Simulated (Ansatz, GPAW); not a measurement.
# Geometry or basis: what sets the conductance of butadiene-1,4-dithiol between two Ir chains

Wanted: T(E) of butadiene-1,4-dithiol between two Ir chains at a relaxed geometry in two programs, beside the unrelaxed structure.

Main program and level: GPAW 26.7.0 and Ansatz 0.2.0; Ansatz plane waves; relaxation of the junction with the lead ends held, in the first sound run; inputs show where later runs differ.

Most raw output is cut from this account.

## 1. Set-up

The cell holds 26 atoms: 16 Ir, 2 S, 4 H and 4 C. Cell: a = 11.049 Å, b = 9.000 Å, c = 43.089 Å, α = 90.0°, β = 90.0°, γ = 90.0°. Regions: left lead, 8 atoms (8 Ir); channel, 10 atoms (2 S, 4 H and 4 C); right lead, 8 atoms (8 Ir). Vacuum lies along a and b. The structure is stacked along c, and the current runs across the ab planes.

## 2. Relaxation

Transmission follows bond lengths closely, so the atoms between the held lead ends are relaxed first, from a slightly shaken start that lets symmetry break.

Input file input.yaml:

```yaml
crystal:
  lattice:
    - [11.0488319075, 0.0, 0.0]
    - [0.0, 9.0, 0.0]
    - [0.0, 0.0, 43.0894086291]
  atoms:
    - { symbol: Ir, position: [0.5, 0.5, 0.026688693] }
    - { symbol: Ir, position: [0.5, 0.5, 0.0800660791] }
    - { symbol: Ir, position: [0.5, 0.5, 0.1334434652] }
    - { symbol: Ir, position: [0.5, 0.5, 0.1868208513] }
    - { symbol: Ir, position: [0.5, 0.5, 0.2401982373] }
    - { symbol: Ir, position: [0.5, 0.5, 0.2935756234] }
    - { symbol: Ir, position: [0.494773028, 0.4899373492, 0.3477567776] }
    - { symbol: Ir, position: [0.5042432954, 0.5044317246, 0.4000313017] }
[... 14 atom lines left out ...]
    - { symbol: Ir, position: [0.5, 0.5, 0.8131791487] }
    - { symbol: Ir, position: [0.5, 0.5, 0.8665565348] }
    - { symbol: Ir, position: [0.5, 0.5, 0.9199339209] }
    - { symbol: Ir, position: [0.5, 0.5, 0.973311307] }
kpoints:
  mp_grid: { grid: [1, 1, 2] }
hamiltonian:
  xc: pbe
scf:
  occupations: { method: fermi_dirac, width: 0.1 }
relax:
  f_tol: 0.03
  max_steps: 80
  constraints: [{ sites: [0, 1, 2, 3, 4, 5, 20, 21, 22, 23, 24, 25] }]
```

On the command line:

```sh
$ ansatz run input.yaml --threads 4 --pin off --max-ram 8192MiB --backend cpu --events-out ev --progress --plain --runs-dir out
```

Elapsed: 2.8 min, on 4 threads of Intel Xeon Platinum 8375C at 2.90GHz (Ice Lake), shared host; peak memory 6.8 GiB.

The steps of the relaxation:

| step | energy less that of the first step (eV) | largest force component (eV/Å) |
| --- | --- | --- |
| 1 | 0.0000 | 6.3504 |
| 2 | -1.4627 | 2.3478 |
| 3 | -1.9602 | 1.8032 |
| 4 | -2.3535 | 1.1445 |
| 5 | -2.6457 | 0.6716 |
| 6 | -2.8930 | 0.5313 |
| 7 | -3.0666 | 0.2919 |
| 8 | -3.1459 | 0.0400 |
| 9 | -3.1491 | 0.0261 |

The atoms that moved most (Å):

| atom | dx | dy | dz | length |
| --- | --- | --- | --- | --- |
| Ir20 | 1.249 | 0.020 | 0.415 | 1.316 |
| Ir7 | -1.197 | -0.003 | -0.421 | 1.269 |
| Ir8 | -0.458 | -0.081 | -0.545 | 0.716 |
| Ir19 | 0.371 | -0.018 | 0.464 | 0.594 |
| H13 | 0.196 | -0.056 | -0.376 | 0.427 |
| H14 | -0.132 | 0.039 | 0.384 | 0.408 |
| S9 | 0.206 | -0.054 | -0.316 | 0.381 |
| H17 | -0.333 | -0.011 | -0.124 | 0.356 |

This step gave:

```
free energy         : -193777.4190 eV
smearing term TS    : 1.538 eV
symmetry operations : 1
```

The relaxation lowered the energy of the cell by 3.15 eV.

## 3. Plane waves, PBE

Plane waves give the reference curve, free of the bias of atom-centred orbitals.

This step: Ansatz plane waves; Landauer transmission by layers, zero bias (Ansatz 0.2.0).

Input file input.yaml:

```yaml
crystal:
  lattice:
    - [11.0488319075, 0.0, 0.0]
    - [0.0, 9.0, 0.0]
    - [0.0, 0.0, 43.0894086291]
  atoms:
    - { symbol: Ir, position: [0.5, 0.5, 0.026688693] }
    - { symbol: Ir, position: [0.5, 0.5, 0.0800660791] }
    - { symbol: Ir, position: [0.5, 0.5, 0.1334434652] }
    - { symbol: Ir, position: [0.5, 0.5, 0.1868208513] }
    - { symbol: Ir, position: [0.5, 0.5, 0.2401982373] }
    - { symbol: Ir, position: [0.5, 0.5, 0.2935756234] }
    - { symbol: Ir, position: [0.3864313966, 0.489577568, 0.337976772] }
    - { symbol: Ir, position: [0.4627566504, 0.4954109754, 0.3873939091] }
[... 14 atom lines left out ...]
    - { symbol: Ir, position: [0.5, 0.5, 0.8131791487] }
    - { symbol: Ir, position: [0.5, 0.5, 0.8665565348] }
    - { symbol: Ir, position: [0.5, 0.5, 0.9199339209] }
    - { symbol: Ir, position: [0.5, 0.5, 0.973311307] }
kpoints:
  mp_grid: { grid: [1, 1, 2] }
hamiltonian:
  xc: pbe
scf:
  occupations: { method: fermi_dirac, width: 0.1 }
output:
  transmission:
    leads: [[0, 1]]
    e_range: [-2, 2]
    de: 0.025
    kmesh: [1, 1]
    reduced_basis: true
  write_potential: true
  write_density: true
  volumetric_format: npy
```

Run time: 3.6 min. Hardware: 4 threads; peak memory 6.6 GiB; 7.1 min of CPU time.

Numbers from this step:

```
free energy                                             : -193777.4189 eV
lead level                                              : 0 eV from the Fermi level
transmission at the Fermi level (one spin)              : 0.4648
open channels of the lead at the Fermi level (one spin) : 6
step of the potential along the lead                    : 11.9 meV
offset of the lead                                      : 0 Å
filling of the lead less its bulk value, in size        : 7.4 meV
conductance                                             : 0.5081 G₀
```

One spin. The transmission, zone mean by energy, zero at the Fermi level:

| energy (eV) | transmission, zone mean |
| --- | --- |
| -2.000 | 0.309 |
| -1.900 | 0.292 |
| -1.800 | 0.290 |
| -1.700 | 0.321 |
| -1.600 | 0.402 |
| -1.500 | 0.632 |
| -1.450 | 0.892 |
| -1.400 | 0.527 |
| -1.300 | 0.103 |
| -1.200 | 0.0909 |
| -1.100 | 0.121 |
| -1.025 | 0.195 |
| -1.000 | 0.109 |
| -0.900 | 0.405 |
| -0.800 | 0.582 |
| -0.700 | 0.741 |
| -0.600 | 0.899 |
| -0.500 | 0.994 |
| -0.450 | 1.01 |
| -0.400 | 0.991 |
| -0.300 | 0.843 |
| -0.200 | 0.650 |
| -0.100 | 0.532 |
| 0.000 | 0.465 |
| 0.100 | 0.853 |
| 0.175 | 0.975 |
| 0.200 | 0.972 |
| 0.300 | 0.758 |
| 0.400 | 0.438 |
| 0.500 | 0.422 |
| 0.600 | 0.987 |
| 0.700 | 0.168 |
| 0.800 | 0.0308 |
| 0.900 | 0.0109 |
| 1.000 | 0.00545 |
| 1.100 | 0.00344 |
| 1.200 | 0.00256 |
| 1.300 | 0.00216 |
| 1.400 | 0.00202 |
| 1.500 | 0.00205 |
| 1.600 | 0.00221 |
| 1.700 | 0.00250 |
| 1.800 | 0.00286 |
| 1.900 | 0.00311 |
| 2.000 | 0.00272 |

One spin. Table of open channels, zone mean by energy, zero at the Fermi level:

energy (eV), open channels, zone mean and a bar from the least value:
```
   -2.000       3.00 
   -1.800       4.00 ##########
   -1.600       4.00 ##########
   -1.400       6.00 ##############################
   -1.200       6.00 ##############################
   -1.000       6.00 ##############################
   -0.800       6.00 ##############################
   -0.600       6.00 ##############################
   -0.400       6.00 ##############################
   -0.200       6.00 ##############################
    0.000       6.00 ##############################
    0.200       4.00 ##########
    0.400       4.00 ##########
    0.600       4.00 ##########
    0.800       4.00 ##########
    1.000       3.00 
    1.200       3.00 
    1.400       3.00 
    1.600       3.00 
    1.800       3.00 
    2.000       3.00
```

Crystal 0, spin -, k parallel (0, 0); distinct values, listed up to 1.5 1/Å. The Im kz of the slowest decaying states by energy, zero at the Fermi level:

| energy (eV) | decay 1 (Å⁻¹) | decay 2 (Å⁻¹) | decay 3 (Å⁻¹) | decay 4 (Å⁻¹) |
| --- | --- | --- | --- | --- |
| -2.000 | 0.0461 | 0.550 | 0.55 | 1.31 |
| -1.800 | 0.446 | 0.447 | 1.29 | 1.31 |
| -1.600 | 0.302 | 0.302 | 1.27 | 1.29 |
| -1.400 | 1.25 | 1.27 | 1.33 | 1.43 |
| -1.200 | 1.23 | 1.25 | 1.31 | 1.41 |
| -1.000 | 1.21 | 1.23 | 1.29 | 1.39 |
| -0.800 | 1.19 | 1.21 | 1.27 | 1.37 |
| -0.600 | 1.17 | 1.19 | 1.25 | 1.35 |
| -0.400 | 1.14 | 1.17 | 1.23 | 1.33 |
| -0.200 | 1.12 | 1.14 | 1.21 | 1.31 |
| 0.000 | 1.10 | 1.12 | 1.19 | 1.29 |
| 0.200 | 0.246 | 0.246 | 1.07 | 1.10 |
| 0.400 | 0.368 | 1.05 | 1.07 | 1.14 |
| 0.600 | 0.451 | 0.451 | 1.02 | 1.05 |
| 0.800 | 0.515 | 0.515 | 1.000 | 1.03 |
| 1.000 | 0.0971 | 0.567 | 0.567 | 0.974 |
| 1.200 | 0.198 | 0.611 | 0.611 | 0.948 |
| 1.400 | 0.259 | 0.648 | 0.648 | 0.921 |
| 1.600 | 0.304 | 0.681 | 0.681 | 0.894 |
| 1.800 | 0.340 | 0.709 | 0.866 | 0.898 |
| 2.000 | 0.371 | 0.735 | 0.838 | 0.871 |

Crystal 0, spin -, k parallel (0, 0). Re kz of states that move upwards against energy, zero at the Fermi level:

| energy (eV) | channel 1 (Å⁻¹) | channel 2 (Å⁻¹) | channel 3 (Å⁻¹) | channel 4 (Å⁻¹) | channel 5 (Å⁻¹) | channel 6 (Å⁻¹) |
| --- | --- | --- | --- | --- | --- | --- |
| -2.0000 | -0.681 | -0.681 | 0.707 | - | - | - |
| -1.7500 | -0.641 | -0.640 | 0.289 | 0.728 | - | - |
| -1.5000 | -0.601 | -0.601 | 0.414 | 0.749 | - | - |
| -1.2500 | -0.563 | -0.562 | 0.338 | 0.339 | 0.510 | 0.771 |
| -1.0000 | -0.526 | -0.525 | 0.528 | 0.528 | 0.591 | 0.795 |
| -0.7500 | -0.489 | -0.488 | 0.661 | 0.682 | 0.682 | 0.822 |
| -0.5000 | -0.452 | -0.452 | 0.720 | 0.828 | 0.828 | 0.855 |
| -0.2500 | -0.416 | -0.416 | 0.769 | 0.897 | 0.985 | 0.985 |
| 0.0000 | -0.380 | -0.380 | 0.805 | 0.951 | 1.21 | 1.21 |
| 0.2500 | -0.344 | -0.344 | 0.834 | 1.02 | - | - |
| 0.5000 | -0.308 | -0.307 | 0.859 | 1.09 | - | - |
| 0.7500 | -0.271 | -0.270 | 0.881 | 1.19 | - | - |
| 1.0000 | -0.234 | -0.233 | 0.901 | - | - | - |
| 1.2500 | -0.195 | -0.194 | 0.921 | - | - | - |
| 1.5000 | -0.154 | -0.152 | 0.941 | - | - | - |
| 1.7500 | -0.108 | -0.107 | 0.960 | - | - | - |
| 2.0000 | -0.0507 | -0.0491 | 0.979 | - | - | - |

The electrostatic potential energy of an electron (with the applied field's), less the Fermi level, planar mean oscillates, so the rows of the table below give means over windows of 2.15 Å about each position, cut where the curve ends. Its first 14 maxima inside the range that stand out by 2 % of the span (Å: eV): 2.3: 5.34, 4.6: 5.33, 6.9: 5.30, 9.2: 5.25, 11.5: 5.14, 13.6: 4.53, 15.7: 4.72, 17.7: 4.39, 19.4: 4.44, 21.5: 4.29, 23.7: 4.44, 25.4: 4.39, 27.4: 4.72, 29.4: 4.53. Its first 14 minima: 1.1: 3.86, 3.4: 3.84, 5.7: 3.83, 8.0: 3.79, 10.3: 3.72, 12.6: 3.51, 14.5: 3.42, 16.7: 3.36, 18.5: 3.86, 20.5: 3.24, 22.6: 3.24, 24.6: 3.86, 26.4: 3.36, 28.6: 3.42.

The electrostatic potential energy of an electron (with the applied field's), less the Fermi level, planar mean by z; means over each step:

z (Å), electrostatic potential energy of an electron (with the applied field's), less the Fermi level, planar mean (eV) and a bar from the least value:
```
     1.07       4.55 ##############################
     3.22       4.54 ##############################
     5.37       4.55 ##############################
     7.52       4.53 ##############################
     9.67       4.50 ############################
    11.82       4.38 ########################
    13.97       3.93 #######
    16.12       4.01 ##########
    18.27       4.10 ##############
    20.42       3.74 
    22.57       3.73 
    24.72       4.12 ##############
    26.87       4.00 ##########
    29.02       3.94 ########
    31.17       4.36 #######################
    33.32       4.48 ############################
    35.47       4.52 #############################
    37.62       4.53 ##############################
    39.77       4.53 ##############################
    41.92       4.52 #############################
```

The valence density, planar mean oscillates, so the rows of the table below give means over windows of 2.3 Å about each position, cut where the curve ends. Its first 14 maxima inside the range that stand out by 2 % of the span (Å: e/Å³): 1.1: 0.146, 3.4: 0.146, 5.7: 0.146, 8.0: 0.146, 10.3: 0.147, 12.6: 0.146, 14.5: 0.146, 16.7: 0.148, 18.2: 0.0401, 20.5: 0.0707, 22.6: 0.0706, 24.8: 0.0401, 26.4: 0.148, 28.6: 0.146. Its first 14 minima: 2.3: 0.0225, 4.6: 0.0225, 6.9: 0.0226, 9.2: 0.0225, 11.5: 0.0229, 13.6: 0.0356, 15.7: 0.0268, 17.7: 0.0340, 19.4: 0.0261, 21.5: 0.0289, 23.7: 0.0261, 25.4: 0.0341, 27.4: 0.0268, 29.4: 0.0356.

The valence density, planar mean by z; means over each step:

| z (Å) | valence density, planar mean (e/Å³) |
| --- | --- |
| 1.15 | 0.0743 |
| 3.45 | 0.0743 |
| 5.75 | 0.0744 |
| 8.05 | 0.0744 |
| 10.35 | 0.0744 |
| 12.65 | 0.0776 |
| 14.95 | 0.0789 |
| 17.25 | 0.0786 |
| 19.55 | 0.0423 |
| 21.85 | 0.0481 |
| 24.15 | 0.0352 |
| 26.45 | 0.0780 |
| 28.75 | 0.0816 |
| 31.05 | 0.0751 |
| 33.35 | 0.0744 |
| 35.65 | 0.0744 |
| 37.95 | 0.0744 |
| 40.25 | 0.0743 |
| 42.55 | 0.0937 |

The largest of the program's own error estimates on the conductance is 6.6 %. T at the Fermi level is 0.465 of 6 open channels a spin, without spin-orbit coupling, which is large for these atoms.

[end of part 1 of 3]

[Logs are printed without paths, hosts, clocks, repeated set-up lines and the standing remarks that a program may print on its own settings, such as how far it seeks lower states.]

[Hosts, paths, dates, database ids (printed as entryN), source tags and the programs' standing remarks are cut or masked in the printed files.]
